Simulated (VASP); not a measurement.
# VASP 6.6.1 run: GaSb

INCAR

```
NELM = 120
GGA = PS
EDIFF = 1E-7
LCHARG = .FALSE.
LREAL = .FALSE.
BMIX = 2
SIGMA = 0.02
NBANDS = 16
LASPH = .TRUE.
PREC = Accurate
IBRION = -1
ISIF = 2
NSW = 0
LWAVE = .FALSE.
ISMEAR = -1
ENCUT = 520
```

KPOINTS

```
KPOINTS created by Atomic Simulation Environment
0
Gamma
10 10 10
0 0 0
```

POSCAR

```
Ga Sb
 1.0000000000000000
     0.0000000000000000    2.8731179418333888    2.8731179418333888
     2.8731179418333888   -0.0000000000000000    2.8731179418333888
     2.8731179418333888    2.8731179418333888   -0.0000000000000000
 Ga  Sb
   1   1
Cartesian
 -0.0000000000000000 -0.0000000000000000 -0.0000000000000000
  2.8731179418333888  2.8731179418333888  2.8731179418333888
```

The recommended PBE PAW datasets give the neutral cell 18 valence electrons.

Command

```
mpirun -np 1 vasp_std
```

OSZICAR

```
N       E                     dE             d eps       ncg     rms          rms(c)
DAV:   1     0.786066570903E+02    0.78607E+02   -0.85907E+03  1560   0.150E+03
DAV:   2    -0.205482112035E+01   -0.80661E+02   -0.77794E+02  1800   0.304E+02
DAV:   3    -0.778444357953E+01   -0.57296E+01   -0.56921E+01  1856   0.619E+01
DAV:   4    -0.787606900528E+01   -0.91625E-01   -0.91616E-01  1808   0.861E+00
DAV:   5    -0.787811466298E+01   -0.20457E-02   -0.20456E-02  1872   0.119E+00    0.241E+00
DAV:   6    -0.785261742937E+01    0.25497E-01   -0.45418E-02  1936   0.377E+00    0.140E+00
DAV:   7    -0.784458427879E+01    0.80332E-02   -0.20407E-02  2016   0.222E+00    0.217E-01
DAV:   8    -0.784339063457E+01    0.11936E-02   -0.28170E-03  1920   0.791E-01    0.120E-01
DAV:   9    -0.784340450745E+01   -0.13873E-04   -0.27499E-04  1840   0.131E-01    0.127E-02
DAV:  10    -0.784340378142E+01    0.72603E-06   -0.95374E-06  1784   0.259E-02    0.671E-03
DAV:  11    -0.784340376569E+01    0.15727E-07   -0.29158E-06  1688   0.924E-03    0.576E-03
DAV:  12    -0.784340401035E+01   -0.24466E-06   -0.13281E-07  1848   0.200E-03    0.259E-03
DAV:  13    -0.784340402163E+01   -0.11282E-07   -0.69675E-08  1288   0.188E-03
   1 F= -.78434040E+01 E0= -.78426554E+01  d E =-.149729E-02
```

From OUTCAR

```
k-points           NKPTS =     47   k-points in BZ     NKDIM =     47   number of bands    NBANDS=     16

   NELECT =      18.0000    total number of electrons

   dimension x,y,z NGX =    30 NGY =   30 NGZ =   30
   dimension x,y,z NGXF=    60 NGYF=   60 NGZF=   60

  energy-cutoff  :      520.00
  volume of cell :       47.43
      direct lattice vectors                 reciprocal lattice vectors
     0.000000000  2.873117942  2.873117942    -0.174026967  0.174026967  0.174026967
     2.873117942  0.000000000  2.873117942     0.174026967 -0.174026967  0.174026967
     2.873117942  2.873117942  0.000000000     0.174026967  0.174026967 -0.174026967

 k-points in reciprocal lattice and weights: KPOINTS created by Atomic Simulation Env
   0.00000000  0.00000000  0.00000000       0.001
   0.10000000  0.00000000  0.00000000       0.008
   0.20000000  0.00000000  0.00000000       0.008
   0.30000000  0.00000000  0.00000000       0.008
   0.40000000  0.00000000  0.00000000       0.008
   0.50000000  0.00000000  0.00000000       0.004
   0.10000000  0.10000000  0.00000000       0.006
   0.20000000  0.10000000  0.00000000       0.024
   ...

 E-fermi :   6.4181

 k-point     1 :       0.0000    0.0000    0.0000
  band No.  band energies     occupation
      1      -8.3369      2.00000
      2      -8.3369      2.00000
      3      -8.3147      2.00000
      4      -8.3147      2.00000
      5      -8.3147      2.00000
      6      -5.5144      2.00000
      7       6.3908      1.59413
      8       6.6102      0.00013
      9       6.6102      0.00013
     10       6.6102      0.00013
     11      12.6930      0.00000
     12      12.6930      0.00000
     13      12.6930      0.00000
     14      12.7584      0.00000
     15      12.7584      0.00000
     16      12.7584      0.00000

 k-point     2 :       0.1000    0.0000    0.0000
  band No.  band energies     occupation
      1      -8.3386      2.00000
      2      -8.3386      2.00000
      3      -8.3148      2.00000
      4      -8.3134      2.00000
      5      -8.3134      2.00000
      6      -5.3861      2.00000
      7       4.7641      2.00000
      8       6.6043      0.00018
      9       6.6043      0.00018
     10       7.8804      0.00000
     11      11.9698      0.00000
     12      11.9698      0.00000
     13      12.1560      0.00000
     14      12.6592      0.00000
     15      13.0326      0.00000
     16      13.0326      0.00000

 k-point     3 :       0.2000    0.0000    0.0000
  band No.  band energies     occupation
      1      -8.3436      2.00000
      2      -8.3436      2.00000
      3      -8.3155      2.00000
      4      -8.3098      2.00000
      5      -8.3098      2.00000
      6      -5.0051      2.00000
      7       2.9457      2.00000
      8       6.6145      0.00011
      9       6.6145      0.00011
     10       8.6056      0.00000
     11      10.7894      0.00000
     12      10.7894      0.00000
     13      11.2977      0.00000
     14      13.0474      0.00000
     15      13.7909      0.00000
     16      13.7909      0.00000

 ...

  Total       -0.4303664     -0.4303664     -0.4303664     -0.0000000     -0.0000000     -0.0000000
  in kB      -14.5364569    -14.5364569    -14.5364569     -0.0000000     -0.0000000     -0.0000000
  external PRESSURE =     -14.5364569 kB  Pullay stress =       0.0000000 kB

 POSITION                                       TOTAL-FORCE (eV/Angst)
 -----------------------------------------------------------------------------------
      0.00000      0.00000      0.00000        -0.000000      0.000000      0.000000
      2.87312      2.87312      2.87312         0.000000      0.000000     -0.000000
 -----------------------------------------------------------------------------------
    total drift:                               -0.000000      0.000000      0.000000

  FREE ENERGIE OF THE ION-ELECTRON SYSTEM (eV)
  ---------------------------------------------------
  free  energy   TOTEN  =        -7.8434040216 eV

  energy  without entropy=       -7.8419067323  energy(sigma->0) =       -7.84265538
```

It converged. Results: gap between bands v and c on the k mesh -3.21 eV (bands overlap: a metal); least direct gap on the k mesh 0.00 eV; pressure -1.5 GPa. Band v is the last that the valence electrons fill when counted band by band, and c is the next.

For comparison, a separate PBEsol run of the intended cell, on usual settings and not on those above, gives a gap of -3.25 eV on its mesh and a pressure of -1.4 GPa.

The run above took about 22 s on one core of a shared host (Intel Xeon Platinum 8488C) and held 0.19 GiB at most.
